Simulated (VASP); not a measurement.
Runs of VASP 6.6.1 on Tm. Symmetry: Fm-3m, No. 225, cubic system. The conventional cell has a = 4.936 Å, b = 4.936 Å, c = 4.936 Å, α = 90.00°, β = 90.00°, γ = 90.00°. Around Tm (site symmetry m-3m) lie 12 Tm at 3.49 Å. This isn't the form of Tm at room conditions, which is hcp.

```csv
task,level,potentials or basis,spin,U,cell,k mesh,cutoff (eV),smearing,LDAUTYPE,hund's J,optimiser,other keys,gap on the mesh (eV),pressure (GPa),moment (μB)
single point,PBEsol,"VASP PAW PBE potentials, release 64 (Tm)","collinear, ferromagnetic start",-,as given,9 × 9 × 9,500,gaussian 0.1 eV,-,-,-,-,none,(b),0.93
relaxation of the atoms,PBE+D3+U,"VASP PAW PBE potentials, release 64 (Tm_3), 4f in core","collinear, ferromagnetic start","Tm f U = 7 eV, J = 0.5 eV",atoms relaxed from: cell strained at random at fixed volume,9 × 9 × 9,520,methfessel-paxton 0.1 eV,2,0.5,BFGSLineSearch,EDIFF = 1e-05; ALGO = All,none,-1.9,0.00
single point,PBE,"VASP PAW PBE potentials, release 64 (Tm)","collinear, ferromagnetic start",-,as given,9 × 9 × 9,520,fermi-dirac 0.05 eV,-,-,-,-,none,3.4,(a)
relaxation of cell and atoms,LDA+U,"VASP PAW PBE potentials, release 64 (Tm_3), 4f in core","collinear, random start","Tm f U = 5 eV, J = 1.0 eV",relaxed,9 × 9 × 9,600,methfessel-paxton 0.1 eV,2,1,-,-,none,0.0,0.00
single point,PBE,"VASP PAW PBE potentials, release 64 (Tm)","collinear, ferromagnetic start",-,cell strained at random at fixed volume,9 × 9 × 9,520,fermi-dirac 0.05 eV,-,-,-,-,none,3.7,1.03
single point,PBEsol,"VASP PAW PBE potentials, release 64 (Tm)","collinear, ferromagnetic start",-,as given,12 × 12 × 12,900,methfessel-paxton 0.05 eV,-,-,-,-,none,0.9,0.97
single point,PBEsol,"VASP PAW PBE potentials, release 64 (Tm)","collinear, ferromagnetic start",-,as given,17 × 17 × 17,900,methfessel-paxton 0.1 eV,-,-,-,-,none,0.9,1.03
```

Problem. Estimate the missing entries.

Solution. (a) 0.96; (b) 1.2.

Caveats: the magnetic or orbital state may not be the lowest; spin-orbit coupling is left out, which moves the levels of the heavy elements; the PAW data sets were made with another functional, which shifts forces and pressure a little (some runs); U is put on an f shell that these potentials keep in the core, so it has next to no effect (some runs); the 4f electrons are frozen in the core as for a trivalent ion, so they carry no moment and show no levels (some runs); the relaxation stopped at its first step, so nothing moved (some runs); pairwise dispersion overbinds metals, which lowers pressure and volume (some runs).

A k mesh can miss the band edges, and the runs leave out spin-orbit coupling on Tm.

A gap of «none» marks a metal or a gap under the smearing width.

The runs don't all hold the same shells in valence.
